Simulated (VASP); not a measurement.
Input of a VASP 6.6.1 run:

File INCAR:

```
SYSTEM = La
PREC = Accurate
ENCUT = 520
EDIFF = 1E-6
ISMEAR = 0
SIGMA = 0.05
LREAL = .False.
LASPH = .True.
NELM = 100
ALGO = Normal
ISIF = 2
LWAVE = .False.
LCHARG = .False.
NBANDS = 18
```

Contents of KPOINTS:

```
regular mesh
0
Gamma
  8 8 5
  0 0 0
```

The input POSCAR:

```
La
1.0
    3.7500000000      0.0000000000      0.0000000000
   -1.8750000000      3.2475952642      0.0000000000
    0.0000000000      0.0000000000      6.0700000000
La
2
Cartesian
    1.8750000002      1.0825317546      4.5525000000
   -0.0000000002      2.1650635096      1.5175000000
```

Potentials or basis: VASP PAW LDA potentials, release 64 (La).

The run is started by

```console
$ cat potpaw_LDA.64/La/POTCAR > POTCAR
$ mpirun -np 1 vasp_std > vasp.out
```

(1) Predict the pressure.

(2) Estimate the band gap on the k mesh.

Results:

(1) -2.9 GPa.

(2) none (metal or under the smearing width).
